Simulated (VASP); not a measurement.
Runs of VASP 6.6.1 on Ga. The structure is orthorhombic, space group Cmcm (No. 63). Conventional cell: a = 2.900 Å, b = 8.130 Å, c = 3.170 Å, α = 90.00°, β = 90.00°, γ = 90.00°. Ga (site symmetry m2m) is surrounded by 8 Ga at 2.68 to 2.90 Å. This isn't the form of Ga at room conditions, which is orthorhombic.

```csv
task,level,potentials or basis,further INCAR settings,gap on the mesh (eV),pressure (GPa),largest force (eV/Å)
single point,PBEsol,"VASP PAW PBE potentials, release 64 (Ga_d)",ALGO = Fast; EDIFF = 1e-06; NBANDS = 20,none,-1.9,0.19
single point,LDA,"VASP PAW LDA potentials, release 64 (Ga_d)",ALGO = Fast; EDIFF = 1e-06; NBANDS = 20,none,-3.7,0.18
electric field gradients,PBEsol,"VASP PAW PBE potentials, release 64 (Ga_d)",ALGO = Fast; EDIFF = 1e-08; NBANDS = 20,none,-1.9,0.19
single point,PBE,"VASP PAW PBE potentials, release 64 (Ga_d)",ALGO = Fast; EDIFF = 1e-07; NBANDS = 20,none,(a),0.20
```

Alike in all rows: no spin polarisation; cell as given; k mesh 12 × 12 × 10; cutoff (eV) 520; smearing fermi-dirac 0.08 eV.

Fill in the values left out.

(a) 1.7.

Caveats: the PAW data sets were made with another functional, which shifts forces and pressure a little (some runs).

A k mesh can miss the band edges, and the runs leave out spin-orbit coupling on Ga.

A gap of «none» marks a metal or a gap under the smearing width.
